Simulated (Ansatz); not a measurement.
SnTe under changes of volume

One of the cells (47.091 Å³/atom); the others are scaled copies at fixed shape and fractional positions:

```xyz
2
Lattice="0.0000 3.6111 3.6111 3.6111 0.0000 3.6111 3.6111 3.6111 0.0000" Properties=species:S:1:pos:R:3 pbc="T T T"
Te    1.8056    1.8056    1.8056
Sn    0.0000    0.0000    0.0000
```

Measurements of this composition are mostly on another form, of space group No. 225.

- Program: Ansatz 0.2.0
- Functional: LDA
- Potentials or basis: Ansatz PAW
- Cutoff: 420 eV (not typed: the program's choice for these potentials)
- k mesh: 7 × 7 × 7
- Occupations: fermi-dirac, width 0.05 eV
- Spin: no spin polarisation

```tsv
volume (Å³/atom)	energy over the lowest point (meV/atom)	pressure (GPa)
44.265	0.00	-0.8
45.207	6.05	-1.3
46.149	14.99	-1.8
47.091	26.55	-2.2
48.033	?	?
48.974	56.59	-2.9
49.916	74.60	-3.2
```

Task: What does the run at 48.033 Å³/atom give?

Result: Energy over the lowest point 40.50 meV/atom; pressure -2.6 GPa.

Worked out: A Birch-Murnaghan fit of order 3 (a polynomial in V^(-2/3)) to the other rows has its minimum at 43.04 Å³/atom, just outside them, with B0 = V·E''(V) = 29 GPa and B' = 3.7. It gives 40.51 meV/atom at 48.033 Å³/atom, against the run's 40.50, and -dE/dV = -2.6 GPa, against -2.6.

Energies are extrapolated to zero smearing.

Caveats: the PAW data sets come from PBE, with cores solved anew for the run's functional, which leaves a small shift of forces and pressure.
